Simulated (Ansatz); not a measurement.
## A trial form of C

These are results of DFT PBE, scalar-relativistic, plane waves, PAW in Ansatz 0.2.0, not measurements. Cutoff 420 eV, Gaussian smearing, Γ-centred meshes. Cell and atoms relax first on a coarse mesh and then on a finer one. In between, the cell is made exact in the group found at 0.06 Å. In metals the finer mesh still leaves noise of several meV/atom or more. The steps can't lower the symmetry of their start. No spin polarisation in the relaxation; trial moments died out in a coarse test.

The guess for C was made by a generator: 3-, 4-connected net of one element (Cmmm, No. 65). Lengths were set from tabulated atomic sizes, so they are only a guess.

```yaml
crystal:
  lattice:
    - [1.18351, -3.87976, 0.00000]
    - [1.18351, 3.87976, 0.00000]
    - [0.00000, 0.00000, 2.46203]
  atoms:
    - { symbol: C, position: [0.09403, 0.90597, 0.50000] }
    - { symbol: C, position: [0.90597, 0.09403, 0.50000] }
    - { symbol: C, position: [0.19500, 0.80500, 0.00000] }
    - { symbol: C, position: [0.80500, 0.19500, 0.00000] }
```

Energies count from the standard state of C at the same level.

**Question.** Which structure results?

**Answer.** The symmetry stays Cmmm (No. 65). The volume per atom grows by 17.1 %, from 5.7 to 6.6 Å³. The shortest distance goes from 1.46 Å (C–C) to 1.35 Å (C–C). The energy falls by about 0.28 eV/atom (the start's value is from the coarse mesh). Conventional cell: a = 2.698 Å, b = 7.818 Å, c = 2.510 Å. C on its first site has 1 C at 1.35 Å and 2 C at 1.49 Å; around C on its second site lie 2 C at 1.49 Å and 2 C at 1.65 Å.

```yaml
crystal:
  lattice:
    - [1.34897, -3.90897, 0.00000]
    - [1.34897, 3.90897, 0.00000]
    - [0.00000, 0.00000, 2.50981]
  atoms:
    - { symbol: C, position: [0.08605, 0.91395, 0.50000] }
    - { symbol: C, position: [0.91395, 0.08605, 0.50000] }
    - { symbol: C, position: [0.18923, 0.81077, 0.00000] }
    - { symbol: C, position: [0.81077, 0.18923, 0.00000] }
```

**Question.** How does it come out in energy, and is it a metal?

**Answer.** The energy over the standard state is +0.44 eV/atom and the gap on the 18×18×18 mesh of the 4-atom cell is 0 eV (a metal).

So it is a metastable form at best.

The last run used Gaussian smearing of 0.10 eV. The reference form of C is held partly by dispersion forces, which this level lacks. Symmetry constrained the relaxation, so the result can be a saddle point. Another cell of C relaxed alike, in Fd-3m, lies 300 meV/atom lower, so this cell isn't the stable form at this level.
